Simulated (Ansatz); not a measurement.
Relaxing an invented SnSe2 structure

These are results of DFT PBE, scalar-relativistic, plane waves, PAW (Ansatz), not measurements. Cutoff 420 eV, Gaussian smearing, Γ-centred meshes. Cell and atoms relax first on a coarse mesh and then on a finer one. In between, the cell is made exact in the group found at 0.06 Å. In metals the finer mesh still leaves noise of several meV/atom or more. The steps can't lower the symmetry of their start. No spin polarisation.

Recipe of this trial structure of SnSe2: random cell by space group and Wyckoff sites (P4/mmm, No. 123). The dimensions are guesses.

```cif
data_structure
_symmetry_space_group_name_H-M 'P4/mmm'
_symmetry_Int_Tables_number 123
_cell_length_a 3.9720
_cell_length_b 3.9720
_cell_length_c 6.1783
_cell_angle_alpha 90.000
_cell_angle_beta 90.000
_cell_angle_gamma 90.000
_cell_volume 97.47
loop_
_atom_site_label
_atom_site_type_symbol
_atom_site_symmetry_multiplicity
_atom_site_Wyckoff_symbol
_atom_site_fract_x
_atom_site_fract_y
_atom_site_fract_z
_atom_site_occupancy
Sn1 Sn 1 a 0.00000 0.00000 0.00000 1
Se1 Se 2 g 0.00000 0.00000 0.67076 1
```

Formation energies are uncorrected and refer to the elements' standard structures at the same level. The references include grey tin.

Q: What does it relax into?

A: The symmetry stays P4/mmm (No. 123). The volume per atom shrinks by 18.8 %, from 32.5 to 26.4 Å³. The shortest distance goes from 2.03 Å (Sn–Se) to 2.89 Å (Se–Se and Sn–Sn). The ratio c/a of the conventional cell changes by a factor of 2.11. The energy falls by about 2.3 eV/atom (the start's value is from the coarse mesh). Conventional cell: a = 2.892 Å, c = 9.470 Å. Sn is surrounded by 4 Sn at 2.89 Å and 2 Se at 2.89 Å; Se is surrounded by 4 Se at 2.89 Å and 1 Sn at 2.89 Å.

```yaml
crystal:
  lattice:
    - [2.89193, 0.00000, 0.00000]
    - [0.00000, 2.89193, 0.00000]
    - [0.00000, 0.00000, 9.46956]
  atoms:
    - { symbol: Sn, position: [0.00000, 0.00000, 0.00000] }
    - { symbol: Se, position: [0.00000, 0.00000, 0.69443] }
    - { symbol: Se, position: [0.00000, 0.00000, 0.30557] }
```

Q: Give its energy and gap.

A: The formation energy is +0.06 eV/atom and the gap on the 16×16×6 mesh of the 3-atom cell is 0 eV (a metal).

It can't be a ground state, since the elements alone are lower.

The last run used Gaussian smearing of 0.10 eV. Weakly bound directions are ill-defined at this level, which has no dispersion term. The reference form of Se is held partly by dispersion forces, which this level lacks. A structure relaxed within its symmetry needn't be a true minimum. In all, the 4 runs took 7.1 min on 1 thread of Intel(R) Xeon(R) Platinum 8488C (Sapphire Rapids), with other jobs on the host.
